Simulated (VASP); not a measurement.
Consider the following.

```yaml
crystal:
  lattice:
    - [0.00000, 3.04584, 3.04584]
    - [3.04584, 0.00000, 3.04584]
    - [3.04584, 3.04584, 0.00000]
  atoms:
    - { symbol: Zn, position: [0.00000, 0.00000, 0.00000] }
    - { symbol: Te, position: [0.25000, 0.25000, 0.25000] }
```

The numbers are results of AM05 GGA, VASP's PBE PAW potentials (set 64) (plane waves; VASP), not measurements. Settings: 520 eV cut-off, 8×8×8 Γ-centred mesh, tetrahedra with Blöchl corrections, potentials Zn Te.

Task: The job: ZnTe (zinc blende), 2 atoms, AM05, static run, 520 eV, 8×8×8 Γ-centred mesh. Roughly how much core time does it take on a busy server core?

Result: About 20 core-seconds (one run on a shared machine, a rough figure). It had 29 irreducible k-points, 13 bands, up to 1540 plane waves and 15 electronic steps.

The compound is ZnTe in the zinc blende structure. It was relaxed first.
